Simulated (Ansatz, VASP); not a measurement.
**MgO: VASP beside Ansatz**

```
CELL_PARAMETERS angstrom
0.00000 2.10217 2.10217
2.15809 0.00000 2.10217
2.15809 2.10217 0.00000
ATOMIC_POSITIONS crystal
Mg 0.00000 0.00000 0.00000
O 0.50000 0.50000 0.50000
```

Change from the starting cell: uniaxial_x strain +2.7%.

Alike in both runs: task single point; functional r2SCAN; k mesh 10 × 10 × 10; no spin polarisation.

|  | VASP | Ansatz |
| --- | --- | --- |
| version | VASP 6.6.1 | Ansatz 0.2.0 |
| potentials or method | VASP PAW PBE potentials, release 64 (Mg, O) | plane waves, PAW |
| plane-wave cutoff (eV) | 520 | 500 |
| occupations | gaussian, width 0.01 eV | fixed |
| valence electrons in the cell | 8 | 16 |

Ansatz gave:

```
gap on the k mesh at the Fermi level (eV)       : 5.38
pressure (GPa)                                  : -3.9
largest component of the traceless stress (GPa) : 3.09
```

Q: What did VASP give for the same quantities?

A: gap on the k mesh at the Fermi level (eV): 5.36; pressure (GPa): -5.1; largest component of the traceless stress (GPa): 3.07.

The two sets of potentials don't hold the same shells in valence.

Caveats: the PAW data sets were made with another functional, which shifts forces and pressure a little (VASP).
